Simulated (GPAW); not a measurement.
Something may be wrong with this GPAW 26.7.0 calculation of BN.

The input run.py:

```python
import spglib
from ase import Atoms
from ase.dft.bandgap import bandgap
from ase.io import read, write
from gpaw import GPAW, PW
from gpaw.response.df import DielectricFunction

atoms = read('BN.cif')
cell, positions, numbers = spglib.find_primitive(
    (atoms.cell[:], atoms.get_scaled_positions(), atoms.numbers), symprec=1e-4)
atoms = Atoms(numbers, cell=cell, scaled_positions=positions, pbc=True)

calc = GPAW(mode=PW(650),
            xc='GLLBSC',
            kpts={'size': (6, 6, 6), 'gamma': True},
            occupations={'name': 'fermi-dirac', 'width': 0.001},
            nbands=11,
            convergence={'density': 1e-06},
            maxiter=60,
            txt='gpaw.txt')
atoms.calc = calc
energy = atoms.get_potential_energy()
calc.write('gs.gpw')
write('result.traj', atoms)
print('Fermi level:', round(calc.get_fermi_level(), 4), 'eV')
print(f'Gap: {bandgap(calc)[0]:.4f} eV, direct: {bandgap(calc, direct=True)[0]:.4f} eV')

dense = calc.fixed_density(kpts={'size': (8, 8, 8), 'gamma': True},
                           nbands=26, convergence={'bands': 20},
                           update_fermi_level=True, txt='dense.txt')
dense.write('dense.gpw', mode='all')

df = DielectricFunction('dense.gpw', frequencies={'type': 'nonlinear', 'domega0': 0.05, 'omega2': 10},
                        eta=0.1, ecut=3, nbands=20, eshift=0.5, intraband=False, txt='df.txt')
for direction in ['x', 'z']:
    df.get_dielectric_function(xc='Bootstrap', direction=direction, filename=f'df_{direction}.csv')
    e0, e = df.get_macroscopic_dielectric_constant(xc='Bootstrap', direction=direction)
    print(f'{direction}: static eps {e0:.4f} without, {e:.4f} with local fields')
```

Contents of BN.cif:

```cif
data_BN
_cell_length_a 2.50224357
_cell_length_b 2.50224357
_cell_length_c 10.11880321
_cell_angle_alpha 90.00000000
_cell_angle_beta 90.00000000
_cell_angle_gamma 120.00000000
_space_group_name_H-M_alt 'R3m'
_space_group_name_Hall 'R 3 -2"'
_space_group_IT_number 160
loop_
_space_group_symop_operation_xyz
'x,y,z'
'-y,x-y,z'
'-x+y,-x,z'
'-y,-x,z'
'-x+y,y,z'
'x,x-y,z'
'x+2/3,y+1/3,z+1/3'
'-y+2/3,x-y+1/3,z+1/3'
'-x+y+2/3,-x+1/3,z+1/3'
'-y+2/3,-x+1/3,z+1/3'
'-x+y+2/3,y+1/3,z+1/3'
'x+2/3,x-y+1/3,z+1/3'
'x+1/3,y+2/3,z+2/3'
'-y+1/3,x-y+2/3,z+2/3'
'-x+y+1/3,-x+2/3,z+2/3'
'-y+1/3,-x+2/3,z+2/3'
'-x+y+1/3,y+2/3,z+2/3'
'x+1/3,x-y+2/3,z+2/3'
loop_
_atom_site_label
_atom_site_type_symbol
_atom_site_symmetry_multiplicity
_atom_site_Wyckoff_symbol
_atom_site_fract_x
_atom_site_fract_y
_atom_site_fract_z
_atom_site_occupancy
N1 N 3 a 0.6666666667 0.3333333333 0.0005715333 1
B1 B 3 a 0.0000000000 0.0000000000 0.0003288000 1
```

Potentials or basis: the program's PAW data sets (release 1.2.1) made for this functional, pw.

The run is started by

```bash
$ OMP_NUM_THREADS=1 python run.py
```

gpaw.txt:

```text
___ ___ ___ _ _ _
 |   |   |_  | | | |
 | | | | | . | | | |
 |__ |  _|___|_____|  26.7.0
 |___|_|

Input parameters:
  convergence: {density: 1e-06}
  kpts: {gamma: True,
         size: (6, 6, 6)}
  maxiter: 60
  mode: {ecut: 650.0,
         name: pw}
  nbands: 11
  occupations: {name: fermi-dirac,
                width: 0.001}
  xc: GLLBSC

System changes: positions, numbers, cell, pbc, initial_charges, initial_magmoms

Initialize ...

species:
  N:
    name:    Nitrogen
    Z:       7.0
    valence: 5
    core:    2
    charge:  0.0  # [|e|]
    compensation charges:
      type: gauss
      rc: 0.18  # [Å]
      lmax: 2
    cutoffs:
      filter: 1.11  # [Å]
      core: 0.96  # [Å]
    projectors
    | kind |    occ | energy [eV] | rcut [Å] |
    |------|--------|-------------|----------|
[... 130 lines left out ...]
Positions:
   0 N     -0.000000   -0.000000    6.751652    ( 0.0000,  0.0000,  0.0000)
   1 B     -0.000000   -0.000000    0.003327    ( 0.0000,  0.0000,  0.0000)

Unit cell:
           periodic     x           y           z      points  spacing
  1. axis:    yes    1.251122    0.722335    3.372934    24     0.0883
  2. axis:    yes   -1.251122    0.722335    3.372934    24     0.0883
  3. axis:    yes    0.000000   -1.444671    3.372934    24     0.0883

  Lengths:   3.669300   3.669300   3.669300
  Angles:   39.871987  39.871987  39.871987

Effective grid spacing dv^(1/3) = 0.1098

iter:   1   -20.293063
iter:   2   -20.381694   -1.18  -0.62
iter:   3   -18.417784   -0.50  -0.64
iter:   4   -18.194140   -1.46  -0.85
iter:   5   -18.964040   -1.05  -1.20
iter:   6   -18.254070   -1.76  -1.12
iter:   7   -18.196851   -2.75  -1.65
iter:   8   -18.165343   -3.36  -2.01
iter:   9   -18.157579   -3.90  -2.50
iter:  10   -18.163302   -5.45  -2.82
iter:  11   -18.167977   -5.91  -3.07
iter:  12   -18.167569   -7.30  -3.64
iter:  13   -18.168292c  -6.92  -3.60
iter:  14   -18.168585c  -7.36  -4.11
iter:  15   -18.168579c  -8.48c -5.62
iter:  16   -18.168502c  -9.11c -5.55
iter:  17   -18.168546c  -9.63c -5.47
iter:  18   -18.168527c -10.48c -5.89
iter:  19   -18.168532c -11.71c -5.81
iter:  20   -18.168538c -11.03c -5.85
iter:  21   -18.168538c -12.16c -7.12c

Converged after 21 iterations.

Dipole moment: (0.000000, 0.000000, 1.510364) |e|*Ang

Energy contributions relative to reference atoms: (reference = -2141.428329)

Kinetic:        +20.674931
Potential:      -20.261523
External:        +0.000000
XC:             -18.634383
Entropy (-ST):   -0.000000
Local:           +0.052437
SIC:             +0.000000
--------------------------
Free energy:    -18.168538
Extrapolated:   -18.168538

[... 2 lines left out ...]
Showing only first 2 kpts
[... 11 lines left out ...]
Fermi level: 3.41359

[... 6 lines left out ...]
Writing to gs.gpw (mode='')
```

On the terminal:

```text
<dir> UserWarning: The angles between your unit-cell vectors are 39.9, 39.9 and 39.9 degrees.  Results may be wrong!  Please Niggli-reduce your unit-cell so that the angles are closer to 90 degrees:

  from ase.build import niggli_reduce
  niggli_reduce(atoms)

  warnings.warn(
Fermi level: 3.4136 eV
[... 1 line left out ...]
x: static eps 3.9067 without, 4.6508 with local fields
z: static eps 2.6537 without, 3.3800 with local fields
```

Problem. How did it end, and where is the flaw?

Solution. The run converged. The input holds a flaw that was put in on purpose: response cutoff far too low. The program doesn't stop on it, so the numbers can't be trusted though the run ends normally.
